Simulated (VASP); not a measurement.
# PtSe2 in VASP: settings compared, part 2 of 2

VASP 6.6.1. The steps go on from the part before.

**4. Relaxation of cell and atoms, PBEsol**

Input file INCAR:

```
PREC = Accurate ; ENCUT = 600
EDIFF = 1E-6 ; ISMEAR = 0
SIGMA = 0.03 ; LREAL = F
LASPH = T ; NELM = 80
ALGO = Normal ; ISIF = 3
LWAVE = F ; LCHARG = F
GGA = PS ; IBRION = 2
NSW = 90 ; EDIFFG = -0.01
LATTICE_CONSTRAINTS = .TRUE. .TRUE. .FALSE.
```

Input file KPOINTS:

```
regular mesh
0
Gamma
  9 9 1
```

Input file POSCAR:

```
PtSe2
1.0
    3.7240000000      0.0000000000      0.0000000000
   -1.8620000000      3.2250786000      0.0000000000
    0.0000000000      0.0000000000     20.5310000000
Se Pt
2 1
Direct
    0.6666666700      0.3333333300      0.4383615000
    0.3333333300      0.6666666700      0.5616385000
    0.0000000000      0.0000000000      0.5000000000
```

Run with:

```bash
$ cat potpaw_PBE.64/Se/POTCAR potpaw_PBE.64/Pt/POTCAR > POTCAR
$ mpirun -np 1 vasp_std > vasp.out
```

It took 1.9 min on 1 thread of Intel Xeon 6975P-C (Granite Rapids), shared host; peak memory 0.44 GiB.

The run converged. Its results:

```yaml
Free_energy: -15.7811 eV
Relaxed_volume: 81.11 Å³/atom
Relaxed_cell: a = 3.699 Å, b = 3.699 Å, c = 20.531 Å, α = 90.00°, β = 90.00°, γ = 120.00°
Space_group_after_relaxing_to_0.05_Å: P-3m1 (No. 164)
Energy_gained_by_relaxing: 2.1 meV/atom
Ionic_steps: 5
Largest_force_after_relaxing: 0.008 eV/Å
Band_gap_on_the_k_mesh: 1.38 eV, indirect (least direct gap 1.55 eV)
```

Forces in eV/Å, atoms in the order of the input:
```
Se   0.000  0.000  0.008
Se   0.000  0.000 -0.008
Pt   0.000  0.000  0.000
```

The path:
| step | energy change (eV) | largest force (eV/Å) | pressure (GPa) | volume (Å³) |
| --- | --- | --- | --- | --- |
| 1 | 0.0000 | 0.2102 | 0.12 | 246.58 |
| 2 | -0.0029 | 0.0816 | -0.07 | 246.66 |
| 3 | -0.0034 | 0.0029 | -0.19 | 246.70 |
| 4 | -0.0049 | 0.0001 | -0.14 | 245.71 |
| 5 | -0.0063 | 0.0079 | 0.00 | 243.33 |

Final structure:
```
Se Pt
1.0
     3.69939    0.00000    0.00000
    -1.84969    3.20376    0.00000
     0.00000    0.00000   20.53100
Se Pt
2 1
Direct
  0.66667 0.33333 0.43680
  0.33333 0.66667 0.56320
  0.00000 0.00000 0.50000
```

Levels at points of the mesh, in eV from the valence-band top:
```tsv
k point	band 9	band 10	band 11	band 12	band 13	band 14
(0.00, 0.00, 0.00)	-0.63	0.00	0.00	3.08	3.08	4.63
```

Caveat: the PAW data sets were made with another functional, which shifts forces and pressure a little; spin-orbit coupling is left out, which moves the levels of the heavy elements.

**5. Relaxation of cell and atoms, PBEsol**

This run uses another cell than the first one, of 81.11 Å³/atom, 0.987 times its volume.

Input file INCAR:

```
PREC = Accurate ; ENCUT = 600
EDIFF = 1E-7 ; ISMEAR = 0
SIGMA = 0.03 ; LREAL = F
LASPH = T ; NELM = 80
ALGO = Normal ; ISIF = 3
LWAVE = F ; LCHARG = F
GGA = PS ; IBRION = 2
NSW = 90 ; EDIFFG = -0.005
LATTICE_CONSTRAINTS = .TRUE. .TRUE. .FALSE.
```

KPOINTS is that of step 4.

Input file POSCAR:

```
PtSe2                                   
1.0
    3.6993855466      0.0000000000      0.0000000000
   -1.8496927733      3.2037618581      0.0000000000
    0.0000000000      0.0000000000     20.5310000000
  Se              Pt            
     2     1
Direct
     0.6666666699999979    0.3333333300000021    0.4368011082172215
     0.3333333300000021    0.6666666699999979    0.5631988917827786
     0.0000000000000000    0.0000000000000000    0.5000000000000000
```

Potentials or basis: VASP PAW PBE potentials, release 64 (Se, Pt).

Run with:

```bash
$ cat potpaw_PBE.64/Se/POTCAR potpaw_PBE.64/Pt/POTCAR > POTCAR
$ mpirun -np 1 vasp_std > vasp.out
```

OUTCAR:

```text
PREC = Accurate
   ENCUT = 600
   EDIFF = 1E-7
   ISMEAR = 0
   LREAL = F
   LASPH = T
   NELM = 80
   ISIF = 3
   GGA = PS
   IBRION = 2
   NSW = 90
   EDIFFG = -0.005

 ion  position               nearest neighbor table
   1  0.667  0.333  0.437-   3 2.50   3 2.50   3 2.50
   2  0.333  0.667  0.563-   3 2.50   3 2.50   3 2.50
   3  0.000  0.000  0.500-   1 2.50   2 2.50   2 2.50   1 2.50   1 2.50   2 2.50

  LATTYP: Found a hexagonal cell.
 ALAT       =     3.6993855466
 C/A-ratio  =     5.5498405725

  Lattice vectors:

 A1 = (   3.6993855466,   0.0000000000,   0.0000000000)
 A2 = (  -1.8496927733,   3.2037618581,   0.0000000000)
 A3 = (   0.0000000000,   0.0000000000,  20.5310000000)

Analysis of symmetry for initial positions (statically):
=====================================================================
 Subroutine PRICEL returns:
 Original cell was already a primitive cell.

 Routine SETGRP: Setting up the symmetry group for a
 hexagonal supercell.

 Subroutine GETGRP returns: Found 12 space group operations
 (whereof 12 operations were pure point group operations)
 out of a pool of 24 trial point group operations.
[... 147 lines left out ...]

 Free energy of the ion-electron system (eV)
  ---------------------------------------------------
  ext. energy  EPLUGINS =         0.00000000
  ---------------------------------------------------
  free energy    TOTEN  =       -15.78101443 eV

  energy without entropy =      -15.78101443  energy(sigma->0) =      -15.78101443

------------------------ aborting loop because EDIFF is reached ----------------------------------------

  FORCE on cell =-STRESS in cart. coord.  units (eV):
  Direction    XX          YY          ZZ          XY          YZ          ZX
  --------------------------------------------------------------------------------------
  -------------------------------------------------------------------------------------
  Total        0.0097424      0.0097424     -0.0245659      0.0000000     -0.0000000      0.0000000
  in kB        0.0641468      0.0641468     -0.1617499      0.0000000     -0.0000000      0.0000000
  external PRESSURE =      -0.0111521 kB  Pullay stress =       0.0000000 kB
[... 98 lines left out ...]
--------------------------------------- Ionic step        4  -------------------------------------------

 number of electron      21.9999997 magnetization

 Free energy of the ion-electron system (eV)
  ---------------------------------------------------
  ext. energy  EPLUGINS =         0.00000000
  ---------------------------------------------------
  free energy    TOTEN  =       -15.78102890 eV

  energy without entropy =      -15.78102890  energy(sigma->0) =      -15.78102890

 E-fermi :  -2.8226     XC(G=0):  -3.2820

 val. band max:       -2.9713369789   @ k =   0.0000   0.0000   0.0000
 cond. band min:      -1.5841862051   @ k =   0.2222   0.0000   0.0000
 fundamental gap:      1.3871507738
 Fermi energy:        -2.8226288536

 k-point     1 :       0.0000    0.0000    0.0000
  band No.  band energies     occupation
      1     -17.1633      2.00000
      2     -15.2390      2.00000
      3      -8.2427      2.00000
      4      -8.2427      2.00000
      5      -8.1833      2.00000
      6      -5.9155      2.00000
      7      -5.9155      2.00000
      8      -4.2041      2.00000
      9      -3.5973      2.00000
     10      -2.9713      2.00000
     11      -2.9713      2.00000
     12       0.1089      0.00000
     13       0.1089      0.00000
     14       1.6633      0.00000
[... 227 lines left out ...]
  FREE ENERGIE OF THE ION-ELECTRON SYSTEM (eV)
  ---------------------------------------------------
  free  energy   TOTEN  =       -15.7810289043 eV

  energy  without entropy=      -15.7810289043  energy(sigma->0) =      -15.78102890

 reached required accuracy - stopping structural energy minimisation
```

It took 92 s on 1 thread of Intel Xeon 6975P-C (Granite Rapids), shared host; peak memory 0.44 GiB.

What came out:

* Free energy: -15.7810 eV
* Relaxed volume: 81.17 Å³/atom
* Relaxed cell: a = 3.701 Å, b = 3.701 Å, c = 20.531 Å, α = 90.00°, β = 90.00°, γ = 120.00°
* Space group after relaxing (to 0.05 Å): P-3m1 (No. 164)
* Energy gained by relaxing: 0.0 meV/atom
* Ionic steps: 4
* Band gap on the k mesh: 1.39 eV, indirect (least direct gap 1.54 eV)

Final structure:
```cif
data_structure
_symmetry_space_group_name_H-M 'P 1'
_symmetry_Int_Tables_number 1
_cell_length_a 3.7008
_cell_length_b 3.7008
_cell_length_c 20.5310
_cell_angle_alpha 90.000
_cell_angle_beta 90.000
_cell_angle_gamma 120.000
_cell_volume 243.52
loop_
_atom_site_label
_atom_site_type_symbol
_atom_site_fract_x
_atom_site_fract_y
_atom_site_fract_z
_atom_site_occupancy
Se1 Se 0.66667 0.33333 0.43687 1
Se2 Se 0.33333 0.66667 0.56313 1
Pt1 Pt 0.00000 0.00000 0.50000 1
```

Levels at points of the mesh, in eV from the valence-band top:
```csv
k point,band 7,band 8,band 9,band 10,band 11,band 12,band 13,band 14,band 15
"(0.00, 0.00, 0.00)",-2.94,-1.23,-0.63,0.00,0.00,3.08,3.08,4.63,5.24
```

Caveat: the PAW data sets were made with another functional, which shifts forces and pressure a little; spin-orbit coupling is left out, which moves the levels of the heavy elements.
